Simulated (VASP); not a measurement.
# MgS: single point with PBE

Crystal: MgS.

```xyz
4
Lattice="4.0346 0.0000 0.0000 -2.0173 3.4941 0.0000 0.0000 0.0000 6.4323" Properties=species:S:1:pos:R:3 pbc="T T T"
S     2.0173    1.1647    5.6556
S     0.0000    2.3294    2.4394
Mg    0.0000    2.3294    6.4050
Mg    2.0173    1.1647    3.1888
```

The cell comes from a database or a generator and needn't be the stable form of this composition.

```json
{
  "Program": "VASP 6.6.1",
  "Task": "single point",
  "Functional": "PBE",
  "Potentials or basis": "VASP PAW PBE potentials, release 64 (S, Mg)",
  "Cutoff": "520 eV",
  "k mesh": "8 × 8 × 4",
  "Occupations": "fermi-dirac, width 0.05 eV",
  "Spin": "no spin polarisation"
}
```

```
Pressure               : 0.9 GPa
Largest force          : 0.048 eV/Å
Band gap on the k mesh : 3.43 eV, direct
```

Forces on the atoms (eV/Å):
```
S    0.000  0.000 -0.048
S    0.000  0.000 -0.048
Mg   0.000  0.000  0.048
Mg   0.000  0.000  0.048
```

Stress tensor (GPa, compression positive):
```
1.00 0.00 0.00
0.00 1.00 0.00
0.00 0.00 0.75
```

Levels at points of the mesh, in eV from the valence-band top:
```tsv
k point	band 6	band 7	band 8	band 9	band 10	band 11
(0.00, 0.00, 0.00)	-0.16	-0.16	0.00	3.43	4.67	7.47
(0.50, 0.00, 0.00)	-1.25	-0.93	-0.48	4.72	5.20	5.80
(0.00, 0.00, 0.50)	-0.38	-0.38	-0.38	4.90	4.90	7.61
(0.50, 0.00, 0.50)	-0.90	-0.80	-0.80	4.65	4.65	6.28
```

It took 55 s on 1 thread of Intel(R) Xeon(R) Platinum 8375C CPU @ 2.90GHz (Ice Lake) (shared host), peak memory 0.2 GiB.

A hybrid or GW would open this gap; PBE tends to underestimate it.
